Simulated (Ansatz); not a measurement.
## EuS, space group Fm-3m: a scan of the Hubbard U, step by step

With Ansatz's Python interface.

Typed at the interpreter:
```pycon
>>> import ansatz as az
>>> import numpy as np
>>> def count_gap(report):
...     # lowest empty less highest filled band, counting bands; zero where they overlap
...     return max(report.get("gap_by_band_count_ev") or 0.0, 0.0)
...
>>> lattice = az.Lattice.of(
...     [0.0, 2.9785, 2.9785],
...     [2.9785, 0.0, 2.9785],
...     [2.9785, 2.9785, 0.0],
... )
>>> sites = [
...     ("Eu", [0.0, 0.0, 0.0]),
...     ("S", [0.5, 0.5, 0.5]),
... ]
>>> xtal = az.Crystal(lattice=lattice)
>>> for symbol, position in sites:
...     xtal = xtal.atom(symbol, position)
...
>>> xtal = xtal.moments(Eu=7)
>>> xtal.resolved().sites[-1]
Site(symbol='S', position=(0.5, 0.5, 0.5), moment=None, axis=None, held=None, saved=None)
>>> job = (
...     xtal.calculation()
...     .functional("pbe")
...     .spin("collinear")
...     .kpoints(10, center="gamma")
...     .occupations("Gaussian")
...     .band_table()
... )
>>> rows = []
>>> for u in [2.0, 4.0, 6.0, 8.0]:
...     data = job.hubbard("Eu", "f", u_eff=u).run().report
...     shell = data["hubbard"]["n_scf"]
...     rows.append((u, count_gap(data), sum(shell) / len(shell), max(abs(m) for m in data["site_moments_mub"]), data["n_iterations"]))
...
DeckWarning: basis.ecutwfc = 420 eV, auto-derived from the records' recommended cutoffs: set by Eu (normal level)
>>> print("      U_eff eV  gap by band count eV  Eu f occupation (projector)  largest moment muB      iterations")
      U_eff eV  gap by band count eV  Eu f occupation (projector)  largest moment muB      iterations
>>> for row in rows:
...     print(f"{str(row[0]):>14s}  {row[1]:20.3f}  {row[2]:27.4f}  {row[3]:18.3f}  {row[4]:14d}")
...
           2.0                 0.000                       6.9282               6.816              14
           4.0                 0.179                       6.9683               6.848              13
           6.0                 0.700                       6.9834               6.864              10
           8.0                 1.056                       6.9905               6.874              11
>>> print("eigenvalues of the first occupation matrix at the last U, by spin:")
eigenvalues of the first occupation matrix at the last U, by spin:
>>> for channel in data["hubbard"]["n_eig"][0]:
...     print("  ", " ".join(f"{n:.3f}" for n in channel))
...
   0.996 0.996 0.996 0.998 0.998 0.998 0.998
   0.000 0.001 0.001 0.001 0.003 0.003 0.003
```

From U = 2 to 8 eV the largest site moment goes from 6.82 to 6.87 μB.

Caveats:
- Open f shells: with a Hubbard U, without spin-orbit coupling; the state reached hangs on the start and needn't be the lowest.
- A gap by band count of zero or less means overlapping bands, a metal.
- Of the deposited cell: the entry's cell lengths or inner coordinates differ somewhat from later room-temperature determinations.
- The starting cell is as deposited in a crystallographic database; the results hold for this polymorph, which needn't be the stable one.
- Levels are Kohn-Sham eigenvalues on this mesh, without spin-orbit coupling.
- Warnings are shown shortened and without file and line.
- Shell occupations and the effect of U depend on the projectors; a run with no .spin step is spin-unpolarised, and each U may end in a state that isn't the lowest.
- Timing: 44 s on 1 thread of AMD EPYC 7R43 64-Core Processor (Zen 3) (shared host), peak memory 0.54 GiB.
